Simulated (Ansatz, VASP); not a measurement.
**One calculation of MgO, two programs**

```
Mg O
1.0
     2.93802    0.00000    0.00000
    -1.46901    2.54440    0.00000
     0.00000    0.00000    2.67968
Mg O
1 1
Direct
  0.73683 0.88209 0.00000
  0.33333 0.66667 0.50000
```

Alike in both runs: task single point; functional PBE; k mesh 9 × 9 × 8; occupations gaussian, width 0.05 eV; no spin polarisation.

```csv
,VASP,Ansatz
version,VASP 6.6.1,Ansatz 0.2.0
potentials or method,"VASP PAW PBE potentials, release 64 (Mg, O)","scalar-relativistic, plane waves, PAW"
plane-wave cutoff (eV),520,420
valence electrons in the cell,8,16
```

|  | VASP | Ansatz | Ansatz less VASP |
| --- | --- | --- | --- |
| gap on the k mesh at the Fermi level (eV) | 2.56 | 2.57 | +0.013 |
| least direct gap on the mesh (eV) | 3.12 | 3.13 | +0.009 |
| rms of the force components (eV/Å) | 3.997 | 3.879 | -0.1180 |

Atom by atom the forces differ by 0.118 eV/Å (rms over components). With one functional, cell and mesh, what is left measures potentials, basis and numerics. The two sets of potentials don't hold the same shells in valence.

Caveats: an odd mesh through Γ misses points on the zone boundary, where band edges often lie; forces of over 1 eV/Å show positions far from the minimum, so gaps and moduli don't describe the material at rest.
